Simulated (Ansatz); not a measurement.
W under changes of volume

One of the cells (16.822 Å³/atom); the others are scaled copies at fixed shape and fractional positions:

```
W
1.0
     2.80966    0.00000    0.00000
     0.00000    4.86387    0.00000
     0.00000    0.00000    4.92370
W
4
Direct
  0.79317 0.93684 0.75000
  0.20683 0.43684 0.75000
  0.20683 0.06316 0.25000
  0.79317 0.56316 0.25000
```

This isn't the form of W at room conditions, which is bcc.

```yaml
Program: Ansatz 0.2.0
Functional: LDA
Potentials_or_basis: all-electron LAPW, scalar-relativistic
Cutoff: 276 eV (chosen from the basis error)
Basis_error_allowed: 0.002 eV/atom
k_mesh: 9 × 6 × 6
Occupations: fermi-dirac, width 0.05 eV
Spin: no spin polarisation
```

| volume (Å³/atom) | energy over the lowest point (meV/atom) | pressure (GPa) | largest force (eV/Å) |
| --- | --- | --- | --- |
| 15.812 | 0.00 | 1.4 | 0.177 |
| 16.149 | 3.73 | -4.9 | 0.101 |
| 16.485 | 20.07 | -10.6 | 0.075 |
| 16.822 | 47.72 | -15.7 | 0.120 |
| 17.158 | 85.52 | -20.2 | 0.184 |
| 17.494 | ? | ? | ? |
| 17.831 | 187.44 | -28.0 | 0.312 |

What does the run at 17.494 Å³/atom give?

Energy over the lowest point 132.41 meV/atom; pressure -24.3 GPa; largest force 0.249 eV/Å.

Worked out: A Birch-Murnaghan fit of order 3 (a polynomial in V^(-2/3)) to the other rows has its minimum at 15.89 Å³/atom with B0 = V·E''(V) = 309 GPa and B' = 4.2 at fixed shape and positions, which overstates the stiffness. It gives 132.32 meV/atom at 17.494 Å³/atom, against the run's 132.41, and -dE/dV = -24.3 GPa, against -24.3.

Energies are extrapolated to zero smearing.

The runs don't all hold the same shells in valence.
